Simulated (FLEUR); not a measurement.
# Rh (Fm-3m) in FLEUR: notebook

One crystal, Rh, is run at these levels: PBEsol; tasks: band structure, equation of state.

Everything below comes from runs of FLEUR MaX-R8.1 (later development tree). Logs are shortened: lines on timing, memory, paths and dates and some standing lists are left out, and cuts for length are marked.

**The experiment to reproduce.**

From “Thermal equation of state of rhodium characterized by XRD in a resistively heated diamond anvil cell”, 2024, pmc:11535440, for a bulk crystal of Rh: bulk modulus 264 ± 1 GPa.

How close the calculation comes is told below.

**1. The crystal as given**

It takes space group Fm-3m (No. 225, cubic). Conventional cell: a = 3.796 Å, b = 3.796 Å, c = 3.796 Å, α = 90.00°, β = 90.00°, γ = 90.00°. Rh (site symmetry m-3m) has 12 Rh at 2.68 Å as nearest neighbours.

**2. Band structure, PBEsol**

inp.xml

```xml
<?xml version="1.0" encoding="UTF-8" standalone="no"?>
<fleurInput fleurInputVersion="0.39">
   <comment>
      Rh                                                                                                  
   </comment>
   <calculationSetup>
      <cutoffs Kmax="4.17" Gmax="12.9" GmaxXC="12.9" numbands="0"/>
      <scfLoop itmax="60" minDistance="0.00001" maxIterBroyd="15" imix="Anderson" alpha="0.05" precondParam="0.0" spinf="2.0" sdNocoIR="T"/>
      <coreElectrons ctail="T" frcor="F" kcrel="0" coretail_lmax="0"/>
      <xcFunctional name="PBEs" relativisticCorrections="F"/>
      <magnetism jspins="1"/>
      <soc l_soc="F" theta="0.0" phi="0.0" spav="F"/>
      <expertModes spex="0" secvar="F"/>
      <geometryOptimization l_f="F" forcealpha="1.0" forcemix="BFGS" epsdisp="0.00001" epsforce="0.00001"/>
      <ldaU l_linMix="F" mixParam="0.05" spinf="1.0"/>
   </calculationSetup>
   <cell>
      <bzIntegration valenceElectrons="17.0" mode="hist" fermiSmearingEnergy="0.00183747">
         <kPointListSelection listName="default-1"/>
         <!-- k-points included here -->
         <xi:include xmlns:xi="http://www.w3.org/2001/XInclude" href="kpts.xml"> </xi:include>
      </bzIntegration>
      <!-- symmetry operations included here -->
      <xi:include xmlns:xi="http://www.w3.org/2001/XInclude" href="sym.xml"> </xi:include>
      <bulkLattice scale="1.0">
         <bravaisMatrix>
            <row-1>    0.0000000000000000     3.5864167255721098     3.5864167255721098</row-1>
            <row-2>    3.5864167255721098     0.0000000000000000     3.5864167255721098</row-2>
            <row-3>    3.5864167255721098     3.5864167255721098     0.0000000000000000</row-3>
         </bravaisMatrix>
      </bulkLattice>
   </cell>
   <atomSpecies>
      <species name="Rhodium (Rh)" element="Rh" atomicNumber="45">
         <mtSphere radius="2.35" gridPoints="777" logIncrement="0.016"/>
         <atomicCutoffs lmax="9" lnonsphr="7"/>
         <electronConfig flipSpins="F">
            <coreConfig>(1s1/2) (2s1/2) (2p1/2) (2p3/2) (3s1/2) (3p1/2) (3p3/2) (3d3/2) (3d5/2)</coreConfig>
            <valenceConfig>(4s1/2) (4p1/2) (4p3/2) (5s1/2) (4d3/2) (4d5/2)</valenceConfig>
            <stateOccupation state="(5s1/2)" spinUp="0.500000" spinDown="0.500000"/>
            <stateOccupation state="(4d3/2)" spinUp="1.600000" spinDown="1.600000"/>
            <stateOccupation state="(4d5/2)" spinUp="2.400000" spinDown="2.400000"/>
         </electronConfig>
         <energyParameters s="5" p="5" d="4" f="4"/>
         <lo type="SCLO" l="0" n="4" eDeriv="0"/>
         <lo type="SCLO" l="1" n="4" eDeriv="0"/>
         <lo type="SCLO" l="1" n="4" eDeriv="1"/>
         <lo type="SCLO" l="2" n="4" eDeriv="2"/>
         <lo type="SCLO" l="3" n="4" eDeriv="2"/>
      </species>
   </atomSpecies>
   <atomGroups>
      <atomGroup species="Rhodium (Rh)">
         <relPos label="                   1">.0000000000 .0000000000 .0000000000</relPos>
         <force calculate="T" relaxXYZ="TTT"/>
      </atomGroup>
   </atomGroups>
   <output dos="F" band="F" slice="F">
      <checks vchk="F" cdinf="F"/>
      <bandDOS minEnergy="-.5*Htr" maxEnergy="0.5*Htr" sigma="0.015" storeEVData="T"/>
      <vacuumDOS vacdos="F" integ="F" star="F" nstars="0" locx1="0.0" locy1="0.0" locx2="0.0" locy2="0.0" nstm="0" tworkf="0.0"/>
      <unfoldingBand unfoldBand="F" supercellX="1" supercellY="1" supercellZ="1"/>
      <plotting iplot="0" polar="F">
         <plot TwoD="T" vec1="  1.0  0.0  0.0" vec2="  0.0  1.0  0.0" vec3="  0.0  0.0  1.0" zero="  0.0  0.0  0.0" file="plot"/>
      </plotting>
      <chargeDensitySlicing numkpt="0" minEigenval="0.0" maxEigenval="0.0" nnne="0" pallst="F"/>
      <specialOutput eonly="F"/>
      <moessbauerParams electricFieldGradient="T" isomerShift="T" coreHyperfine="T" valenceHyperfine="T"/>
      <magneticCircularDichroism mcd="F" energyLo="-10.0" energyUp="0.0"/>
   </output>
  <!-- We include the file relax.xml here to enable relaxations (see documentation) -->
  <xi:include xmlns:xi="http://www.w3.org/2001/XInclude" href="relax.xml"> <xi:fallback/> </xi:include>
</fleurInput>
```

crystal.txt

```
Rh
&input cartesian=F /
0.0000000000  1.8978500000  1.8978500000
1.8978500000  0.0000000000  1.8978500000
1.8978500000  1.8978500000  0.0000000000
1.8897261246
1.0 1.0 1.0

1
45 0.0000000000  0.0000000000  0.0000000000

&kpt div1=12 div2=12 div3=12 gamma=T /
```

inp.xml (bands)

```
<?xml version="1.0" encoding="UTF-8" standalone="no"?>
<fleurInput fleurInputVersion="0.39">
   <comment>
      Rh                                                                                                  
   </comment>
   <calculationSetup>
      <cutoffs Kmax="4.17" Gmax="12.9" GmaxXC="12.9" numbands="0"/>
      <scfLoop itmax="60" minDistance="0.00001" maxIterBroyd="15" imix="Anderson" alpha="0.05" precondParam="0.0" spinf="2.0" sdNocoIR="T"/>
      <coreElectrons ctail="T" frcor="F" kcrel="0" coretail_lmax="0"/>
      <xcFunctional name="PBEs" relativisticCorrections="F"/>
      <magnetism jspins="1"/>
      <soc l_soc="F" theta="0.0" phi="0.0" spav="F"/>
      <expertModes spex="0" secvar="F"/>
      <geometryOptimization l_f="F" forcealpha="1.0" forcemix="BFGS" epsdisp="0.00001" epsforce="0.00001"/>
      <ldaU l_linMix="F" mixParam="0.05" spinf="1.0"/>
   </calculationSetup>
   <cell>
      <bzIntegration valenceElectrons="17.0" mode="hist" fermiSmearingEnergy="0.00183747">
         <kPointListSelection listName="path-1"/>
         <!-- k-points included here -->
         <xi:include xmlns:xi="http://www.w3.org/2001/XInclude" href="kpts.xml"> </xi:include>
      </bzIntegration>
      <!-- symmetry operations included here -->
      <xi:include xmlns:xi="http://www.w3.org/2001/XInclude" href="sym.xml"> </xi:include>
      <bulkLattice scale="1.0">
         <bravaisMatrix>
            <row-1>    0.0000000000000000     3.5864167255721098     3.5864167255721098</row-1>
            <row-2>    3.5864167255721098     0.0000000000000000     3.5864167255721098</row-2>
            <row-3>    3.5864167255721098     3.5864167255721098     0.0000000000000000</row-3>
         </bravaisMatrix>
      </bulkLattice>
   </cell>
   <atomSpecies>
      <species name="Rhodium (Rh)" element="Rh" atomicNumber="45">
         <mtSphere radius="2.35" gridPoints="777" logIncrement="0.016"/>
         <atomicCutoffs lmax="9" lnonsphr="7"/>
         <electronConfig flipSpins="F">
            <coreConfig>(1s1/2) (2s1/2) (2p1/2) (2p3/2) (3s1/2) (3p1/2) (3p3/2) (3d3/2) (3d5/2)</coreConfig>
            <valenceConfig>(4s1/2) (4p1/2) (4p3/2) (5s1/2) (4d3/2) (4d5/2)</valenceConfig>
            <stateOccupation state="(5s1/2)" spinUp="0.500000" spinDown="0.500000"/>
            <stateOccupation state="(4d3/2)" spinUp="1.600000" spinDown="1.600000"/>
            <stateOccupation state="(4d5/2)" spinUp="2.400000" spinDown="2.400000"/>
         </electronConfig>
         <energyParameters s="5" p="5" d="4" f="4"/>
         <lo type="SCLO" l="0" n="4" eDeriv="0"/>
         <lo type="SCLO" l="1" n="4" eDeriv="0"/>
         <lo type="SCLO" l="1" n="4" eDeriv="1"/>
         <lo type="SCLO" l="2" n="4" eDeriv="2"/>
         <lo type="SCLO" l="3" n="4" eDeriv="2"/>
      </species>
   </atomSpecies>
   <atomGroups>
      <atomGroup species="Rhodium (Rh)">
         <relPos label="                   1">.0000000000 .0000000000 .0000000000</relPos>
         <force calculate="T" relaxXYZ="TTT"/>
      </atomGroup>
   </atomGroups>
   <output dos="F" band="T" slice="F">
      <checks vchk="F" cdinf="F"/>
      <bandDOS minEnergy="-.5*Htr" maxEnergy="0.5*Htr" sigma="0.015" storeEVData="T"/>
      <vacuumDOS vacdos="F" integ="F" star="F" nstars="0" locx1="0.0" locy1="0.0" locx2="0.0" locy2="0.0" nstm="0" tworkf="0.0"/>
      <unfoldingBand unfoldBand="F" supercellX="1" supercellY="1" supercellZ="1"/>
      <plotting iplot="0" polar="F">
         <plot TwoD="T" vec1="  1.0  0.0  0.0" vec2="  0.0  1.0  0.0" vec3="  0.0  0.0  1.0" zero="  0.0  0.0  0.0" file="plot"/>
      </plotting>
      <chargeDensitySlicing numkpt="0" minEigenval="0.0" maxEigenval="0.0" nnne="0" pallst="F"/>
      <specialOutput eonly="F"/>
      <moessbauerParams electricFieldGradient="T" isomerShift="T" coreHyperfine="T" valenceHyperfine="T"/>
      <magneticCircularDichroism mcd="F" energyLo="-10.0" energyUp="0.0"/>
   </output>
  <!-- We include the file relax.xml here to enable relaxations (see documentation) -->
  <xi:include xmlns:xi="http://www.w3.org/2001/XInclude" href="relax.xml"> <xi:fallback/> </xi:include>
</fleurInput>
```

Potentials or basis: all-electron, FLAPW.

Started as:

```console
inpgen -f crystal.txt -profile fastHighL
# inp.xml edited to the form shown
fleur_MPI
fleur_MPI   # second run, on inp.xml (bands)
```

Output:

```text
Welcome to FLEUR        (www.flapw.de)
      MaX-Release 8.1          (www.max-centre.eu)

 ========== k-point set info ==========
 Selected k-point list: default-1
 k-point list type: mesh
 12 x 12 x 12
 Number of k points: 72

 ------------Calculation Setup---------------------------
 Number of MPI-tasks      :            1
 Number of PE/node        :            1
 Number of OMP-threads    :            1
 Most efficient MPI parallelization for:
           1           2           3           4           6           8           9          12          18          24          36          72
 Additional eigenvalue parallelization possible
 Number of basis functions:          160
 Approximate size of matrices (H+S) per k-point:         0.000 GB
 --------------------------------------------------------
 Iteration:     1   Distance:      18.85245756 me/bohr^3
 Iteration:     2   Distance:      16.55711861 me/bohr^3
 Iteration:     3   Distance:       5.93313762 me/bohr^3
 Iteration:     4   Distance:       4.24170960 me/bohr^3
 Iteration:     5   Distance:       1.56175060 me/bohr^3
 Iteration:     6   Distance:       0.38398120 me/bohr^3
 Iteration:     7   Distance:       0.07058042 me/bohr^3
 Iteration:     8   Distance:       0.00736018 me/bohr^3
 Iteration:     9   Distance:       0.00396351 me/bohr^3
 Iteration:    10   Distance:       0.00053738 me/bohr^3
 Iteration:    11   Distance:       0.00081254 me/bohr^3
 Iteration:    12   Distance:       0.00002092 me/bohr^3
 Iteration:    13   Distance:       0.00001670 me/bohr^3
 Iteration:    14   Distance:       0.00000039 me/bohr^3

 ********************************************************************
 Run finished successfully
 Stop message:
   all done
 ********************************************************************
```

output (bands):

```text
Welcome to FLEUR        (www.flapw.de)
      MaX-Release 8.1          (www.max-centre.eu)

 ========== k-point set info ==========
 Selected k-point list: path-1
 k-point list type: path
 Number of k points: 60

 ------------Calculation Setup---------------------------
 Number of MPI-tasks      :            1
 Number of PE/node        :            1
 Number of OMP-threads    :            1
 Most efficient MPI parallelization for:
           1           2           3           4           5           6          10          12          15          20          30          60
 Additional eigenvalue parallelization possible
 Number of basis functions:          160
 Approximate size of matrices (H+S) per k-point:         0.000 GB
 --------------------------------------------------------
 Fermi energy correction for metals:
 Fermi energy in bands.* files may not be consistent with last density.
 Please correct it manually (e.g. in band.gnu file).

 Note: Band structure data (together with different weights) is also stored in the banddos.hdf file.
       A convenient way of extracting and plotting the data from that file is by making use of the

 ********************************************************************
 Run finished successfully
 Stop message:
   Charge density postprocessing done.
 ********************************************************************
```

out.xml (last iteration):

```text
<iteration numberForCurrentRun="   14" overallNumber="   14">
         <energyParameters units="Htr">
            <atomicEP atomType="1" spin="1" branch="5s" branchLowest="-2.35" branchHighest="2.34" value="0.3512505237"/>
            <atomicEP atomType="1" spin="1" branch="5p" branchLowest="-1.14" branchHighest="3.07" value="0.4775859694"/>
            <atomicEP atomType="1" spin="1" branch="4d" branchLowest="-10.39" branchHighest="0.70" value="0.4179399588"/>
            <atomicEP atomType="1" spin="1" branch="4f" branchLowest="-9.99" branchHighest="2.61" value="0.7663340091"/>
            <loAtomicEP atomType="1" spin="1" branch="4s" branchLowest="-21.25" branchHighest="-2.35" value="-2.3671384524"/>
            <loAtomicEP atomType="1" spin="1" branch="4p" branchLowest="-17.07" branchHighest="-1.14" value="-1.1913907503"/>
            <loAtomicEP atomType="1" spin="1" branch="4p" branchLowest="-17.07" branchHighest="-1.14" value="-1.1913907503"/>
            <loAtomicEP atomType="1" spin="1" branch="4d" branchLowest="-10.39" branchHighest="0.70" value="0.4139956295"/>
            <loAtomicEP atomType="1" spin="1" branch="4f" branchLowest="-9.99" branchHighest="2.61" value="0.7663355344"/>
         </energyParameters>
         <eigenvalues>
            <eigenvaluesAt spin="1" ikpt="1" k_x="0.00000000" k_y="0.00000000" k_z="0.00000000">
                      -2.3713764481       -1.1758684131       -1.1758684131       -1.1758684131        0.2289391277
                       0.4111777933        0.4111777933        0.4111777933        0.4894834607        0.4894834607
                       1.1037539148        1.3008002383        1.3008002383        1.3008002383
            </eigenvaluesAt>
            <eigenvaluesAt spin="1" ikpt="2" k_x="0.00000000" k_y="0.00000000" k_z="0.08333333">
                      -2.3710934956       -1.1777791054       -1.1761267209       -1.1761267209        0.2391551110
                       0.4067333867        0.4151153482        0.4151153482        0.4873506845        0.4873506845
                       1.1183808492        1.2532570845        1.3158210201        1.3158210201
            </eigenvaluesAt>
            <eigenvaluesAt spin="1" ikpt="3" k_x="0.00000000" k_y="0.00000000" k_z="0.16666667">
                      -2.3703185674       -1.1829587774       -1.1768309371       -1.1768309371        0.2663439387
                       0.3987555654        0.4231120139        0.4231120139        0.4855005670        0.4855005670
                       1.1498012820        1.1695859176        1.3577416030        1.3577416030
[... 24 lines left out ...]
            <state n="3" l="1" j="1.5" energy="-16.7832801111" weight="2.0000000000"/>
            <state n="3" l="2" j="1.5" energy="-10.4953979682" weight="2.0000000000"/>
            <state n="3" l="2" j="2.5" energy="-10.3150870422" weight="3.0000000000"/>
         </coreStates>
         <allElectronCharges>
            <spinDependentCharge spin="1" total="45.0000000" interstitial="1.6320422" mtSpheres="43.3679578"/>
            <totalCharge value="44.9999999994"/>
         </allElectronCharges>
         <moessbauerParams unitsHFF="kG" unitsIS="e/bohr^3" unitsEFG="Htr/bohr^2">
            <coreIsomerShift atomType="1" isTotal="122127.79501">
               <shell n="1" l="0" isomerShift="107506.52652"/>
               <shell n="2" l="0" isomerShift="12108.42987"/>
               <shell n="2" l="1" isomerShift="229.39584"/>
               <shell n="3" l="0" isomerShift="2238.23620"/>
               <shell n="3" l="1" isomerShift="45.20658"/>
               <shell n="3" l="2" isomerShift="0.00001"/>
            </coreIsomerShift>
            <isomerShift atomType="1" nucleusRadius="0.0001107" averageDensity="122557.66174"/>
            <electricFieldGradient atomType="1" VXX="0.00000" VYY="0.00000" VZZ="0.00000" asymParam="0.00000">
            </electricFieldGradient>
         </moessbauerParams>
         <totalEnergy                                    value="    -4782.9126621843" units="Htr">
            <sumOfEigenvalues                            value="    -2847.0673247510">
               <coreElectrons value="-2838.8823432039"/>
               <valenceElectrons value="-8.1849815471"/>
            </sumOfEigenvalues>
            <densityCoulombPotentialIntegral value="-7653.0465134515"/>
            <densityEffectivePotentialIntegral value="-7832.5336893932"/>
            <chargeDenXCDenIntegral value="-136.5795337323"/>
            <FockExchangeEnergyValence value="0.0000000000"/>
            <FockExchangeEnergyCore value="0.0000000000"/>
            <atomTypeDependentContributions atomType="1">
               <electronNucleiInteractionDifferentMTs value="5778.8798960482"/>
               <MadelungTerm value="-26.3963403202"/>
            </atomTypeDependentContributions>
            <tkbTimesEntropy value="0.0002979085"/>
            <freeEnergy value="-4782.9129600927"/>
            <extrapolationTo0K value="-4782.9128111385"/>
         </totalEnergy>
         <densityConvergence units="me/bohr^3">
            <chargeDensity spin="1" distance="0.0000003946"/>
         </densityConvergence>
      </iteration>
```

It took 11 s on 1 thread of Arm Neoverse V1, shared host; peak memory 0.05 GiB.

What came out:

```yaml
Free_energy: -130149.6919 eV
Band_gap_along_the_path: none (metal or under the smearing width)
Valence_electrons_inside_the_program's_atomic_spheres: Rh 15.37 (radii Rh 2.35 bohr)
```

Levels at the corners of the path, in eV from the Fermi level:
```tsv
point	band 6	band 7	band 8	band 9	band 10	band 11
Γ	-3.15	-3.15	-3.15	-1.02	-1.02	15.70
X	-6.06	0.54	0.98	0.98	3.17	12.28
W	-3.89	-3.89	-1.24	0.98	9.58	9.58
K	-4.86	-2.13	-0.72	0.36	7.84	8.54
Γ	-3.15	-3.15	-3.15	-1.02	-1.02	15.70
L	-3.22	-3.22	0.56	0.56	0.63	8.63
U	-4.86	-2.13	-0.72	0.36	7.84	8.54
W	-3.89	-3.89	-1.24	0.98	9.58	9.58
L	-3.22	-3.22	0.56	0.56	0.63	8.63
K	-4.86	-2.13	-0.72	0.36	7.84	8.54
U	-4.86	-2.13	-0.72	0.36	7.84	8.54
X	-6.06	0.54	0.98	0.98	3.17	12.28
```

Core levels (eV from the Fermi level):
```
atom                                                                                                                             levels
1 Rh  1s1/2 -23009.6, 2s1/2 -3332.5, 2p1/2 -3085.7, 2p3/2 -2941.2, 3s1/2 -592.5, 3p1/2 -495.9, 3p3/2 -471.0, 3d3/2 -299.9, 3d5/2 -295.0
```

(Part 1 of 2 ends here.)
